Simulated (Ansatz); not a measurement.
PbTe (started from an entry of an open crystallographic database), relaxed with r2SCAN, was run in the PAW code Ansatz under altered settings. All numbers are computed, without spin polarisation but where a row says otherwise.

```
Te Pb
1.0
     0.00000    3.26786    3.26786
     3.26786    0.00000    3.26786
     3.26786    3.26786    0.00000
Te Pb
1 1
Direct
  0.50000 0.50000 0.50000
  0.00000 0.00000 0.00000
```

The base run's other keys:
```yaml
kpoints:
  mp_grid: { grid: [6, 6, 6] }
hamiltonian:
  xc: pbesol
scf:
  occupations: { method: fixed }
  n_extra_bands: 4
```

It takes 6 iterations with 1363 plane waves at 420 eV and 16 k points, and leaves a mean stress of -1.75 GPa. The gap over this mesh is 0.734 eV. It ran on 4 threads of Arm Neoverse N1, with other jobs on the host.

Outcomes, with energy and stress as changes against the base:
```csv
setting,outcome,ΔF (meV/atom),Δ mean stress (GPa),gap on the mesh (eV),iterations,wall time
"kpoints.mp_grid.grid: [5, 5, 5]",converged,-0.4,-0.01,1.163,6,0.9 s
scf.eigensolver.kind: dense,cut off,–,–,–,5,63 s
hamiltonian.xc: lda,converged,–,-1.25,0.715,6,1 s
basis.ecutwfc: 600,converged,-0.8,0.00,0.734,6,1.4 s
scf.mixing.preconditioner: none,converged,0.0,0.00,0.734,6,1.1 s
scf.occupations: tetrahedron,"converged, warned",0.0,–,0.734,6,1.1 s
hamiltonian.xc: mr2scan (cutoff then 500 eV),converged,–,+1.74,1.090,6,2.5 s
basis.ecutwfc: 350,"converged, warned",+1.7,0.00,0.734,6,0.94 s
scf.occupations: methfessel_paxton 0.5,converged,+1.3,-0.02,0.732,6,1.1 s
scf.occupations: gaussian 0.5,converged,-1.8,-0.02,0.735,6,1.1 s
basis.ecutwfc: 200,"converged, warned",+6308,+0.36,0.897,7,0.76 s
scf.mixing.ndim: 2,converged,0.0,0.00,0.734,6,1.1 s
scf.convergence.dr2_threshold: 0.01,"converged, warned",0.0,0.0,0.734,6,1.1 s
```
A dash marks a value that wasn't obtained or can't be compared. «Cut off» means the job's short time limit, which needn't be the setting's fault. Stress is positive in compression. The base took 1.1 s.

- kpoints.mp_grid.grid: [5, 5, 5]. The free energy moves by -0.4 meV an atom, the mean stress by -0.01 GPa and the gap on the mesh by +0.429 eV (to 1.163). The gap changes mostly because other points are sampled; a mesh that misses a band edge overestimates it. The mesh is too coarse.
- scf.eigensolver.kind: dense. The run had no result when its short time limit came, after 5 iterations (the base needs 6). Error: SIGTERM received: cancelled by the caller after 5 completed SCF iterations
- hamiltonian.xc: lda. The mean stress moves by -1.25 GPa and the gap on the mesh by -0.019 eV (to 0.715). It's another functional on the same cell, so totals aren't comparable.
- scf.occupations: tetrahedron. Energy, stress and gap stay within 1 meV an atom, 0.1 GPa and 0.005 eV of the base. Warned: band table not solved further, tetrahedron derivatives may miss energy slope.
- hamiltonian.xc: mr2scan. The cutoff follows the functional, from 420 to 500 eV. The mean stress moves by +1.74 GPa and the gap on the mesh by +0.356 eV (to 1.090). It's another functional on the same cell, so totals aren't comparable.
- basis.ecutwfc: 350. 1037 plane waves in place of 1363. The free energy moves by +1.7 meV an atom, the mean stress by 0.00 GPa and the gap on the mesh by 0.000 eV (to 0.734). The basis is too small: these are errors of the cutoff. Warned: cutoff below recommended.
- basis.ecutwfc: 200. 459 plane waves in place of 1363. The free energy moves by +6308 meV an atom, the mean stress by +0.36 GPa and the gap on the mesh by +0.163 eV (to 0.897). The basis is too small: these are errors of the cutoff. Warned: cutoff below recommended.
- scf.convergence.dr2_threshold: 0.01. It converges in 6 iterations, as the base does. Even so loose a threshold leaves the results unchanged here, which can't be counted on. Warned: force scf threshold loose, stress scf threshold loose.

Within 1 meV an atom, 0.1 GPa and 0.005 eV of the base stay: basis.ecutwfc: 600; scf.mixing.preconditioner: none; scf.occupations: tetrahedron; scf.mixing.ndim: 2; scf.convergence.dr2_threshold: 0.01.

Spin-orbit coupling is left out; in compounds of Pb, Bi, Tl or Hg it can lower a gap by up to about 1 eV, split its edges or invert the bands.
